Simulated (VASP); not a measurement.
Runs of VASP 6.6.1 on LiCl. Symmetry: Pm-3m, No. 221, cubic system. The conventional cell has a = 3.271 Å, b = 3.271 Å, c = 3.271 Å, α = 90.00°, β = 90.00°, γ = 90.00°. Around Li (site symmetry m-3m) lie 8 Cl at 2.83 Å. Cl (site symmetry m-3m) has 8 Li at 2.83 Å as nearest neighbours. The cell was built by a generator and needn't be a form met in nature.

```csv
task,level,cell,k mesh,cutoff (eV),smearing,exchange at q = 0,grid for exact exchange (PRECFOCK),gap on the mesh (eV),pressure (GPa),relaxed volume (Å³/atom)
single point,PBE0,"Pm-3m, 17.5 Å³/atom",6 × 6 × 6,520,gaussian 0.01 eV,truncated,Normal,6.41,-,-
dielectric tensor,PBE,"Pm-3m, 17.5 Å³/atom",6 × 6 × 6,520,gaussian 0.01 eV,-,-,4.43,-,-
single point,PBE,"Pm-3m, 17.66 Å³/atom",8 × 8 × 8,520,fermi-dirac 0.02 eV,-,-,(c),-,-
relaxation of cell and atoms,r2SCAN,relaxed,8 × 8 × 8,600,fermi-dirac 0.02 eV,-,-,(a),0.0,(b)
relaxation of cell and atoms,PBE,relaxed,8 × 8 × 8,600,fermi-dirac 0.02 eV,-,-,4.49,0.0,17.39
single point,r2SCAN,"Pm-3m, 17.5 Å³/atom",8 × 8 × 8,520,fermi-dirac 0.02 eV,-,-,5.39,-,-
```

Alike in all rows: potentials or basis VASP PAW PBE potentials, release 64 (Li_sv, Cl); no spin polarisation.

Q: Fill in the values left out.

A: (a) 5.43; (b) 17.29; (c) 4.40.

Caveats: the cutoff is under 1.25 times the usual one of these potentials, so pressure, stress and relaxed cells hold a basis-set (Pulay) error; the PAW data sets were made with another functional, which shifts forces and pressure a little (some runs); the volume moved by over 15 % at a fixed basis, so the end points are rough (some runs).

A k mesh can miss the band edges.
